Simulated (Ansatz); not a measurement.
Runs of Ansatz 0.2.0 on NiO. It takes space group Fm-3m (No. 225, cubic). Conventional cell: a = 4.172 Å, b = 4.172 Å, c = 4.172 Å, α = 90.00°, β = 90.00°, γ = 90.00°. Around Ni (site symmetry m-3m) lie 6 O at 2.09 Å. Around O (site symmetry m-3m) lie 6 Ni at 2.09 Å. 

```csv
task,level,cell,cutoff (eV),smearing,pressure (GPa),moment (μB),relaxed volume (Å³/atom)
relaxation of cell and atoms,PBEsol,relaxed,-,fermi-dirac 0.05 eV,0.0,1.32,(a)
relaxation of cell and atoms,revPBE+D4,relaxed,-,fermi-dirac 0.05 eV,0.0,1.86,9.21
band structure,LDA,as given,378,fermi-dirac 0.05 eV,-19.8,0.30,-
band structure,PBEsol,as given,378,fermi-dirac 0.05 eV,-6.8,1.48,-
single point,RPBE,as given,378,gaussian 0.1 eV,13.6,1.86,-
band structure,BLYP,as given,378,fermi-dirac 0.05 eV,(c),(b),-
```

Alike in all rows: potentials or basis all-electron LAPW, scalar-relativistic; spin collinear, ferromagnetic start; k mesh 11 × 11 × 11; basis error allowed 0.001 eV/atom.

Problem. Estimate the missing entries.

Solution. (a) 8.74; (b) 1.73; (c) 14.3.

Caveats: a cell with one magnetic atom can't hold antiferromagnetic order, which such compounds often take (some runs).

Runs at the PBE level aren't shown here.
